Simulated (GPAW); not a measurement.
# Ni (Fm-3m) in GPAW: reference runs, part 2 of 2

GPAW 26.7.0.

## Step 4: Equation of state, PBE, collinear spin, ferromagnetic start

run.py

```python
from ase.eos import EquationOfState
from ase.io import Trajectory, read
from ase.units import GPa
from gpaw import GPAW, PW

atoms = read('POSCAR')
atoms.set_initial_magnetic_moments([1.0])

traj = Trajectory('eos.traj', 'w')
volumes, energies = [], []
for x in [0.94, 0.96, 0.98, 1.0, 1.02, 1.04, 1.06]:
    a = atoms.copy()
    a.set_cell(atoms.cell * x**(1 / 3), scale_atoms=True)
    calc = GPAW(mode=PW(600),
                xc='PBE',
                kpts={'size': (13, 13, 13), 'gamma': True},
                occupations={'name': 'fermi-dirac', 'width': 0.05},
                nbands=17,
                convergence={'density': 1e-05, 'energy': 1e-05},
                maxiter=150,
                txt=f'eos-{x:.2f}.txt')
    a.calc = calc
    energies.append(a.get_potential_energy(force_consistent=True))
    volumes.append(a.get_volume())
    p = -a.get_stress()[:3].mean() / GPa
    calc.write(f'eos-{x:.2f}.gpw')
    traj.write(a)
    print(f'{x:.2f} {volumes[-1]:10.4f} A^3 {energies[-1]:14.6f} eV {p:9.3f} GPa', flush=True)

v0, e0, B = EquationOfState(volumes, energies, eos='birchmurnaghan').fit()
print(f'V0 = {v0:.4f} A^3, E0 = {e0:.6f} eV, B0 = {B / GPa:.2f} GPa')
```

POSCAR

```
Ni
1.0
    0.0000000000      1.7375729330      1.7375729330
    1.7375729330      0.0000000000      1.7375729330
    1.7375729330      1.7375729330      0.0000000000
Ni
1
Direct
    0.0000000000      0.0000000000      0.0000000000
```

Potentials or basis: GPAW PAW data sets (gpaw-data 1.2.1), pw.

Run with:

```sh
$ OMP_NUM_THREADS=1 python run.py
```

The program printed:

```text
__  _  _
 | _ |_)|_||  |
 |__||  | ||/\| - 26.7.0

Input parameters:
  mode=PW(ecut=600.0),
  convergence={'density': 1e-05, 'energy': 1e-05},
  kpts=MonkhorstPack(size=(13, 13, 13), gamma=True),
  maxiter=150,
  nbands=17,
  occupations=Occupations(name='fermi-dirac', width=0.05),
  xc=XC(name='PBE')

Diagonalizing LCAO Hamiltonian
Converting LCAO to pw mode

       Ni

Atoms  # Å, Bohr magnetons
|   | symbol |        x |        y |        z |    initial magnetic moments |
|---|--------|----------|----------|----------|-----------------------------|
| 0 |     Ni | 0.000000 | 0.000000 | 0.000000 | ( 0.0000,  0.0000,  1.0000) |

Unit cell  # Å
| periodic |        x |        y |        z |  lengths |    angles |
|----------|----------|----------|----------|----------|-----------|
|      yes | 0.000000 | 1.702102 | 1.702102 | 2.407136 | 60.000000 |
|      yes | 1.702102 | 0.000000 | 1.702102 | 2.407136 | 60.000000 |
|      yes | 1.702102 | 1.702102 | 0.000000 | 2.407136 | 60.000000 |

Number of symmetries: 48
Symmetry operations  # r_c * U_cc + t_c -> r_c
|    | kind |            matrix            |
|----|------|------------------------------|
|  0 |  σ   |  1, 0, 0,  1, 0,-1,  1,-1, 0 |
|  1 |  C2  |  1, 0, 0,  1,-1, 0,  1, 0,-1 |
|  2 |  E   |  1, 0, 0,  0, 1, 0,  0, 0, 1 |
|  3 |  σ   |  1, 0, 0,  0, 0, 1,  0, 1, 0 |
|  4 |  C4  |  1, 0,-1,  1, 0, 0,  1,-1, 0 |
|  5 |  S6  |  1, 0,-1,  1,-1, 0,  1, 0, 0 |
|  6 |  σ   |  1, 0,-1,  0, 1,-1,  0, 0,-1 |
[... 147 lines left out ...]
|iter:   1| |   -7.058199 | -0.04 |       |  +1.0009|
|iter:   2| |   -7.069608 | -3.11 | -1.48 |  +0.9840|
|iter:   3| |   -7.187852 | -2.52 | -1.51 |  +0.7393|
|iter:   4| |   -7.200752 | -3.08 | -1.98 |  +0.5968|
|iter:   5| |   -7.200104 | -4.26 | -2.25 |  +0.6307|
|iter:   6| |   -7.200129 | -6.69 | -3.24 |  +0.6287|
|iter:   7| |   -7.200154c| -6.42 | -3.58 |  +0.6272|
|iter:   8| |   -7.200157c| -8.05c| -4.26 |  +0.6272|
|iter:   9| |   -7.200161c| -7.86c| -4.52 |  +0.6271|
|iter:  10| |   -7.200161c| -8.03c| -4.84 |  +0.6271|
|iter:  11| |   -7.200161c| -7.90c| -5.15c|  +0.6271|

Converged in 11 steps
Energy contributions relative to reference atoms: (reference = -41367.998447)

Energy contributions:
  Kinetic:          11.259547
  Coulomb:          -8.307475
  Zero:              0.069590
  External:          0.000000
  Xc:              -10.216308
  Entropy:          -0.011030
  Spinorbit:         0.000000
  ----------------------------
  Free energy:      -7.205676
  Extrapolated:     -7.200161

dipole moment: (-6.994371, -6.994371, -6.994371)  # |e|*Ang

Total magnetic moment: (0.000000, 0.000000, 0.627108)

Local magnetic moments
|        x |        y |        z |
|----------|----------|----------|
| 0.000000 | 0.000000 | 0.657397 |  # Ni   0

Fermi level: 9.955
Eigenvalues  # (at kpt = [0.000, 0.000, 0.000])
| band index |      eig [eV] | occ [0-1] |      eig [eV] | occ [0-1] |
|------------|---------------|-----------|---------------|-----------|
|          0 |       -54.172 |     1.000 |       -53.353 |     1.000 |
|          1 |       -54.172 |     1.000 |       -53.353 |     1.000 |
|          2 |       -54.172 |     1.000 |       -53.353 |     1.000 |
|          3 |         0.023 |     1.000 |        -0.000 |     1.000 |
|          4 |         7.176 |     1.000 |         7.934 |     1.000 |
|          5 |         7.176 |     1.000 |         7.934 |     1.000 |
[... 9 lines left out ...]
|         15 |        41.721 |     0.000 |        41.876 |     0.000 |
|         16 |        44.906 |     0.000 |        44.768 |     0.000 |

No gap
No difference between direct/indirect transitions

Stress tensor  # eV/Ang^3
|         x |         y |         z |
|-----------|-----------|-----------|
| -0.180404 | -0.000000 | -0.000000 |
| -0.000000 | -0.180404 |  0.000000 |
| -0.000000 |  0.000000 | -0.180404 |

# Writing to eos-0.94.gpw (mode='')
```

eos-0.96.txt:

```text
SCF iterations
|iter     | |      energy | eigst |  dens |  magmom |
|---------|-|-------------|-------|-------|---------|
|iter:   1| |   -7.096367 | -0.04 |       |  +1.0009|
|iter:   2| |   -7.107278 | -3.05 | -1.48 |  +0.9841|
|iter:   3| |   -7.225159 | -2.51 | -1.50 |  +0.7354|
|iter:   4| |   -7.235052 | -3.07 | -1.91 |  +0.5924|
[... 51 lines left out ...]
|         15 |        40.997 |     0.000 |        41.148 |     0.000 |
|         16 |        44.236 |     0.000 |        44.096 |     0.000 |

No gap
No difference between direct/indirect transitions

Stress tensor  # eV/Ang^3
|         x |         y |         z |
|-----------|-----------|-----------|
| -0.137815 |  0.000000 |  0.000000 |
|  0.000000 | -0.137815 | -0.000000 |
|  0.000000 | -0.000000 | -0.137815 |

# Writing to eos-0.96.gpw (mode='')
```

It took 63 s on 1 thread of AMD EPYC 9R45 (Zen 5), shared host; peak memory 0.21 GiB.

Results:

| Property | Result |
| --- | --- |
| Equilibrium volume | 10.99 Å³/atom |
| Bulk modulus | 206 GPa |
| Pressure derivative of the bulk modulus | 4.9 |

Energy against volume, from the lowest point:
```
volume (Å³/atom)  energy (meV/atom)
           9.862              91.06
          10.072              57.68
          10.282              32.74
          10.492              15.34
          10.702               4.68
          10.912               0.00
          11.122               0.73
```

## Step 5: Summary

| task | cell | gap on the mesh (eV) | pressure (GPa) | moment (μB) |
| --- | --- | --- | --- | --- |
| single point | as given | none | 10.6 | 0.63 |
| single point | cell strained at random at fixed volume | none | 10.7 | 0.63 |
| equation of state | as given | - | - | - |

Alike in all rows: level PBE; potentials or basis GPAW PAW data sets (gpaw-data 1.2.1), pw; spin collinear, ferromagnetic start; k mesh 13 × 13 × 13; cutoff (eV) 600; smearing fermi-dirac 0.05 eV.

Caveats: the stock nickel data set gives pressures a few GPa off other programs (some runs).

Total energies depend on the potentials used, so only differences within one code and one set of settings carry meaning.
